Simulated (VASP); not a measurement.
Write the native input for VASP 6.6.1 that does the following.

| Quantity | Value |
| --- | --- |
| Task | single point |
| Functional | PBE |
| Potentials or basis | VASP PAW PBE potentials, release 64 (Co) |
| Cutoff | 520 eV |
| k mesh | 9 × 9 × 9 |
| Occupations | fermi-dirac, width 0.05 eV |
| Spin | collinear spin, ferromagnetic start |
| Starting moments | [2.0, 2.0] μB |
| Further INCAR settings | ALGO = Normal; EDIFF = 1e-07; NBANDS = 20 |

The structure of Co lies in POSCAR:

```
Co
1.0
    0.0000000000     -2.8046400000      0.0000000000
   -2.8046400000      0.0000000000      0.0000000000
    0.0000000000      0.0000000000     -2.8046400000
Co
2
Direct
    0.4306918800      0.4926875000      0.6484193800
    0.0693081200      0.0073125000      0.8515806200
```

This isn't the form of Co at room conditions, which is hcp.

The cell isn't the ideal one: a zone-boundary wave of random shape, sigma 0.15 Å.

The input as run:

INCAR

```
SYSTEM = Co
  PREC = Accurate
  ENCUT = 520
  EDIFF = 1E-7
  ISMEAR = -1
  SIGMA = 0.05
  LREAL = .False.
  LASPH = .True.
  NELM = 150
  ALGO = Normal
  ISIF = 2
  LWAVE = .False.
  LCHARG = .False.
  ISPIN = 2
  MAGMOM = 2 2
  LORBIT = 11
  LMAXMIX = 4
  GGA = PE
  NBANDS = 20
```

KPOINTS

```
regular mesh
0
Gamma
  9 9 9
  0 0 0
```

Potentials or basis: VASP PAW PBE potentials, release 64 (Co).

Launch:

```bash
$ cat potpaw_PBE.64/Co/POTCAR > POTCAR
$ mpirun -np 1 vasp_std > vasp.out
```

It gave:

| Property | Result |
| --- | --- |
| Pressure | 64.3 GPa |
| Largest force | 9.113 eV/Å |
| Band gap on the k mesh | none (metal or under the smearing width) |
| Net moment | 2.41 μB per cell |
| Site moments | Co +1.18 μB |
| Valence electrons inside the program's atomic spheres | Co 8.75 |

Caveat: a pressure of tens of GPa on the cell as given is suspect, and the run, the potentials or the cell itself is likely at fault; forces of over 1 eV/Å show positions far from the minimum, so gaps and moduli don't describe the material at rest.

Run time: 2.8 min on 1 thread of AMD EPYC 9R45 96-Core Processor (Zen 5), on a shared host, peak memory 0.3 GiB.
